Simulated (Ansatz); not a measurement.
**Zone-centre phonons of MgS at -0.7 GPa: input and output**

All numbers below come from DFT LDA, scalar-relativistic, plane waves, PAW (Ansatz 0.2.0).

Launched with:
```bash
ansatz run input.yaml --threads 1 --pin off --max-ram 1228MiB --backend cpu --events-out ev --progress --plain --runs-dir out
```

Input (bare energies are in eV):
```yaml
crystal:
  lattice:
    - [3.22, 0.0, 0.0]
    - [0.0, 3.22, 0.0]
    - [0.0, 0.0, 3.22]
  atoms:
    - { symbol: Mg, position: [0.0, 0.0, 0.0] }
    - { symbol: S, position: [0.5, 0.5, 0.5] }
basis:
  ecutwfc: 420
kpoints:
  mp_grid: { grid: [14, 14, 14] }
hamiltonian:
  xc: lda
scf:
  occupations: { method: fermi_dirac, width: 0.15 }
output:
  eigenvalues: true
phonons:
  method: dfpt
  eigenvectors: true
```

The end of the output:
```
--- Phonons (Γ-DFPT): 2 representative perturbations + reference, on 288 of 2744 k-points (Σ response iterations 6) ---
  k mesh reduced under 8 symmetry operations, with k and −k counted as one. Each operation leaves every solved perturbation unchanged. A smaller set is not used because it would not reduce the number of displacements ...
  ASR residual: 5.409e-5 → 0.000e0 eV/Å²; symmetrization residual: 3.584e-6 eV/Å²
  ASR residual per site (eV/Å²): 5.41e-5 4.03e-5
  Γ frequencies (cm⁻¹): 0.00 0.00 0.00 15.22 15.22 15.22
  non-analytic LO–TO correction: not included (Born effective charges unavailable; polar crystals: no LO–TO splitting at Γ)
```

It took 47 s on 1 thread of Arm Neoverse N1 (shared host), peak memory 0.53 GiB.

The cell is the ideal cubic caesium chloride prototype; this isn't the usual structure of the compound. In a metal, frequencies and elastic constants depend on the k mesh and the smearing, soft modes and shear constants most. A semilocal functional can close a gap that the real compound has.